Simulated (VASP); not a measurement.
Set up this calculation in VASP 6.6.1, as the native input.

* Task: single point
* Functional: PBE
* Potentials or basis: VASP PAW PBE potentials, release 64 (Nb_sv)
* Cutoff: 520 eV
* k mesh: 22 × 22 × 22
* Occupations: gaussian, width 0.15 eV
* Spin: no spin polarisation
* Dipole correction: no
* Further INCAR settings: ALGO = Normal; EDIFF = 1e-06; NBANDS = 12

The structure of Nb lies in POSCAR:

```
Nb
1.0
    0.0000000000      2.1150000000      2.1150000000
    2.1150000000      0.0000000000      2.1150000000
    2.1150000000      2.1150000000      0.0000000000
Nb
1
Direct
    0.0000000000      0.0000000000      0.0000000000
```

This isn't the form of Nb at room conditions, which is bcc.

One way to write it, as run:

INCAR

```
PREC     = Accurate       # precision mode
ENCUT    = 520            # plane-wave cutoff, eV
EDIFF    = 1E-6           # SCF threshold, eV
ISMEAR   = 0              # smearing method
SIGMA    = 0.15           # smearing width, eV
LREAL    = F              # projectors in reciprocal space
LASPH    = T              # aspherical terms in the spheres
NELM     = 80             # most SCF steps
ALGO     = Normal         # electronic algorithm
ISIF     = 2              # what is computed and relaxed
LWAVE    = F              # write WAVECAR
LCHARG   = T              # write CHGCAR
GGA      = PE             # functional
LELF     = T              # ELF
LVHAR    = T            
NBANDS   = 12             # bands
```

KPOINTS

```
regular mesh
0
Gamma
  22 22 22
```

Potentials or basis: VASP PAW PBE potentials, release 64 (Nb_sv).

Run with:

```console
$ cat potpaw_PBE.64/Nb_sv/POTCAR > POTCAR
$ mpirun -np 1 vasp_std > vasp.out
```

It gave:

* Pressure: -1.6 GPa
* Band gap on the k mesh: none (metal or under the smearing width)

Wall time 49 s on 1 thread of Intel(R) Xeon(R) Platinum 8488C (Sapphire Rapids) (shared host), peak memory 0.19 GiB.
